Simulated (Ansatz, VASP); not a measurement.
**One calculation of LiCl, two programs**

File INCAR:

```
SYSTEM = LiCl
ALGO = Normal ; EDIFF = 1E-6
ENCUT = 520 ; GGA = PE
ISIF = 2 ; ISMEAR = 0
LASPH = .True. ; LCHARG = .False.
LREAL = .False. ; LWAVE = .False.
NBANDS = 12 ; NELM = 60
PREC = Accurate ; SIGMA = 0.05
```

Contents of KPOINTS:

```
k-points
0
Gamma
  8 8 8
  0 0 0
```

The input POSCAR:

```
LiCl
1.0
    0.0000000000      2.6417028000      2.5647600000
    2.6417028000      0.0000000000      2.5647600000
    2.6417028000      2.6417028000      0.0000000000
Li Cl
1 1
Direct
    0.0000000000      0.0000000000      0.0000000000
    0.5000000000      0.5000000000      0.5000000000
```

Input for Ansatz:

```yaml
crystal:
  lattice:
    - [0.0, 2.6417028, 2.56476]
    - [2.6417028, 0.0, 2.56476]
    - [2.6417028, 2.6417028, 0.0]
  atoms:
    - { symbol: Li, position: [0.0, 0.0, 0.0] }
    - { symbol: Cl, position: [0.5, 0.5, 0.5] }
basis:
  ecutwfc: 420
kpoints:
  mp_grid: { grid: [8, 8, 8] }
hamiltonian:
  xc: pbe
scf:
  occupations: { method: gaussian, width: 0.05 }
output:
  forces: true
  stress: true
  eigenvalues: true
```

Change from the starting cell: strain +0.030 along x and y, +0.000 along z, atoms carried along.

Alike in both runs: task single point; functional PBE; k mesh 8 × 8 × 8; occupations gaussian, width 0.05 eV; no spin polarisation.

|  | VASP | Ansatz |
| --- | --- | --- |
| version | VASP 6.6.1 | Ansatz 0.2.0 |
| potentials or method | VASP PAW PBE potentials, release 64 (Li_sv, Cl) | scalar-relativistic, plane waves, PAW |
| plane-wave cutoff (eV) | 520 | 420 |
| valence electrons in the cell | 10 | 10 |

```csv
,VASP,Ansatz,Ansatz less VASP
gap on the k mesh at the Fermi level (eV),5.99,5.98,-0.011
least direct gap on the mesh (eV),5.99,5.98,-0.011
```

The functional is the same, so the differences come from potentials, cutoffs and numerics.

 A k mesh can miss the band edges.
